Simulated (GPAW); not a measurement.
Runs of GPAW 26.7.0 on BaS. Symmetry: Fm-3m, No. 225, cubic system. Conventional cell: a = 6.388 Å, b = 6.388 Å, c = 6.388 Å, α = 90.00°, β = 90.00°, γ = 90.00°. Ba (site symmetry m-3m) is surrounded by 6 S at 3.19 Å. S (site symmetry m-3m) has 6 Ba at 3.19 Å as nearest neighbours. 

```tsv
task	level	spin	eigensolver	band path	band points	spin axis theta (degrees)	spin axis phi (degrees)	gap on the mesh (eV)	pressure (GPa)	V0 of scaled cells (Å³/atom)	B0 (GPa)
equation of state	PBEsol+D3(BJ)	off	-	-	-	-	-	-	-	(a)	50
band structure	OLYP	SOC, no magnetisation	davidson	GXWKGLUWLK,UX	100	54.7	45	2.57	3.0	-	-
band structure	BLYP	SOC, no magnetisation	davidson	GXWKGLUWLK,UX	80	90	0	2.22	3.4	-	-
equation of state	PBEsol+D3	off	-	-	-	-	-	-	-	(b)	47
equation of state	BLYP+D4	off	davidson	-	-	-	-	-	-	33.49	41
```

Alike in all rows: potentials or basis PAW data sets generated in the run's folder for this functional, pw; cell as given; k mesh 7 × 7 × 7; cutoff (eV) 600; smearing fermi-dirac 0.05 eV.

Problem. Estimate the missing entries.

Solution. (a) 30.95; (b) 31.46.

Caveats: spin-orbit coupling was added after a scalar SCF, so levels and gaps hold it while energy, forces, pressure and moments don't (some runs); this program's spin-orbit splittings come out too wide for heavy elements (some runs).

A k mesh can miss the band edges, and rows without SOC leave out spin-orbit coupling on Ba.

Runs at the PBE level aren't shown here.
